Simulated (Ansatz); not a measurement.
CuO: which magnetic state is lowest?

Computed with Ansatz, DFT PBEsol, scalar-relativistic, plane waves, PAW.

```
Cu O
1.0
     1.99097   -2.15355    0.00000
     1.99097    2.15355    0.00000
     0.00000    0.00000    5.15593
Cu O
2 2
Direct
  0.00000 0.50000 0.00000
  0.50000 0.00000 0.50000
  0.50000 0.50000 0.25000
  0.50000 0.50000 0.75000
```

```
plane-wave cutoff                               : 420 eV
Γ-centred k-mesh                                : 14×14×8
occupation rule                                 : Gaussian smearing, 0.1 eV
list of starting moments (μB, in atom order)    : 2.5 2.5 0 0
check for lower electronic states after the SCF : off
```

All runs keep this geometry, which isn't relaxed for the lowest state (largest force there 0.000 eV/Å, pressure -6.1 GPa) and needn't be a stable compound; relaxing each order can shift differences of a few meV. Signs run over the atoms with starting moments. Site moments are spin moments in atom-centred spheres that scale with the neighbour distance. The states are those that the runs reached from these starts; a lower one can exist.

Starts tried: no spin; large parallel starting moments; antiferromagnetic in the cell, signs +-. Which state comes out lowest, and what are the moments?

All starts lose their moments; the cell is non-magnetic at this level.

| start | ends | energy above lowest (meV/atom) | site moments (μB) | gap on mesh (eV) | P (GPa) |
| --- | --- | --- | --- | --- | --- |
| no spin | non-magnetic | 0.00 | none over 0.05 | metal | -6.1 |
| large parallel starting moments | non-magnetic | 0.00 | none over 0.05 | metal | -6.1 |
| antiferromagnetic in the cell, signs +- | non-magnetic | 0.00 | none over 0.05 | metal | -6.1 |